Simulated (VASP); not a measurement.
The system is Pr.

```
Pr
1.0
     0.00000    2.58050    2.58050
     2.58050    0.00000    2.58050
     2.58050    2.58050    0.00000
Pr
1
Direct
  0.00000 0.00000 0.00000
```

This isn't the form of Pr at room conditions, which is double hcp.

Base run:

```yaml
Program: VASP 6.6.1
Functional: PBE
Potentials_or_basis: VASP PAW PBE potentials, release 64 (Pr_3), 4f in core
Cutoff: 600 eV
k_mesh: 9 × 9 × 9
Occupations: gaussian, width 0.02 eV
Spin: collinear spin, ferromagnetic start
Starting_moments: "[2.0] μB"
```

Its results: band gap on the k mesh none (metal or under the smearing width); pressure 2.2 GPa; net moment 0.00 μB per cell.

Task: The run is repeated on the same cell with these changes: potentials or basis from VASP PAW PBE potentials, release 64 (Pr_3), 4f in core to VASP PAW PBE potentials, release 64 (Pr); cutoff from 600 eV to 520 eV; further incar settings from ALGO = Normal; EDIFF = 1.00e-06 to ALGO = Normal; EDIFF = 1.00e-07; NBANDS = 16; valence electrons from 11 to 13. What comes out?

Result: Band gap on the k mesh none (metal or under the smearing width); pressure -0.7 GPa; net moment 2.68 μB per cell; site moments Pr +2.19 μB.

Caveats: the magnetic or orbital state may not be the lowest; spin-orbit coupling is left out, which moves the levels of the heavy elements; the 4f electrons are frozen in the core as for a trivalent ion, so they carry no moment and show no levels (some runs).
